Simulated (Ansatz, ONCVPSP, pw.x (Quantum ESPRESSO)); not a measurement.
## What a changed setting does to a pw.x run (fcc Mo)

Potential: optimised norm-conserving Vanderbilt (ONCV), ONCVPSP 4.0.1.1 (patched build), PBEsol; core [Ar] 3d10, reference 4s2 4p6 4d5 5s1; waves: 4s+5s: rc 1.55 bohr, ncon 3, nbas 7, qcut 8 1/bohr, 2 projectors; 4p: rc 1.45 bohr, ncon 3, nbas 7, qcut 11.1 1/bohr, 2 projectors, debl 0.5 Ha; 4d: rc 1.45 bohr, ncon 3, nbas 8, qcut 13.2 1/bohr, local; local part: the d channel; core correction: none. In the p channel the program set the typed energies aside and used -1.413, 0.250 Ha.

The reference run (k-mesh 14³, cutoffs 105/420 Ry, Fermi–Dirac 0.01 Ry, mixing_beta 0.4, conv_thr 1e-9, no spin) gives 0.75 GPa at 15.547 Å³/atom, where all-electron LAPW gives 0.18 GPa. This run, with its own iteration cap, changes degauss to 0.002.

```
&control
  calculation='scf', prefix='x', pseudo_dir='./', outdir='./tmp', tstress=.true., disk_io='none'
/
&system
  ibrav=0, nat=1, ntyp=1, ecutwfc=105, ecutrho=420, nbnd=15,
  occupations='smearing', smearing='fd', degauss=0.002
/
&electrons
  conv_thr=1e-09, mixing_beta=0.4, electron_maxstep=50
/
ATOMIC_SPECIES
Mo 1.0 Mo.UPF
CELL_PARAMETERS angstrom
  0.00000000 1.98094401 1.98094401
  1.98094401 0.00000000 1.98094401
  1.98094401 1.98094401 0.00000000
ATOMIC_POSITIONS crystal
Mo 0.0000 0.0000 0.0000
K_POINTS automatic
14 14 14 0 0 0
```

```bash
pw.x < Mo.scf.in > Mo.scf.out
```

Task: How does the run end?

Result: It converges in 8 iterations; the free energy moves by +34.9 meV/atom and the pressure by -0.64 GPa. In a metal, with Fermi–Dirac smearing, F lies below its zero-width value by a term in the square of the width.

```
Message from routine setup:
     using ibrav=0 with symmetry is DISCOURAGED, use correct ibrav instead
     lattice parameter (alat)  =       5.2940  a.u.
     unit-cell volume          =     104.9164 (a.u.)^3
     number of electrons       =        14.00
     number of Kohn-Sham states=           15
     kinetic-energy cutoff     =     105.0000  Ry
     charge density cutoff     =     420.0000  Ry
     scf convergence threshold =      1.0E-09
     Exchange-correlation= PBESOL
     number of k points=   104  Fermi-Dirac smearing, width (Ry)=  0.0020
     iteration #  1     ecut=   105.00 Ry     beta= 0.40
     total energy              =    -136.50818729 Ry
     estimated scf accuracy    <       0.11719604 Ry
     iteration #  2     ecut=   105.00 Ry     beta= 0.40
     total energy              =    -136.51576864 Ry
     estimated scf accuracy    <       0.01004509 Ry
     iteration #  3     ecut=   105.00 Ry     beta= 0.40
     total energy              =    -136.51702411 Ry
     estimated scf accuracy    <       0.00077747 Ry
     iteration #  4     ecut=   105.00 Ry     beta= 0.40
     total energy              =    -136.51705475 Ry
     estimated scf accuracy    <       0.00004420 Ry
     iteration #  5     ecut=   105.00 Ry     beta= 0.40
     total energy              =    -136.51706445 Ry
     estimated scf accuracy    <       0.00000014 Ry
     iteration #  6     ecut=   105.00 Ry     beta= 0.40
     total energy              =    -136.51706451 Ry
     estimated scf accuracy    <       0.00000006 Ry
     iteration #  7     ecut=   105.00 Ry     beta= 0.40
     total energy              =    -136.51706452 Ry
     estimated scf accuracy    <          4.6E-09 Ry
     iteration #  8     ecut=   105.00 Ry     beta= 0.40
     the Fermi energy is    20.9659 ev
!    total energy              =    -136.51706452 Ry
     estimated scf accuracy    <          3.3E-11 Ry
     smearing contrib. (-TS)   =      -0.00019887 Ry
     The total energy is F=E-TS. E is the sum of the following terms:
     one-electron contribution =     -18.55672686 Ry
     hartree contribution      =      17.72651422 Ry
     xc contribution           =     -15.65900850 Ry
     ewald contribution        =    -120.02764451 Ry
     convergence has been achieved in   8 iterations
          total   stress  (Ry/bohr**3)                   (kbar)     P=        1.06
     Message from routine punch:
     Nothing written, as per user request (disk_io='none')
```

The run took about 18 s on one core of a shared host (Intel(R) Xeon(R) 6975P-C, 192 threads, 378 GiB, load 51).
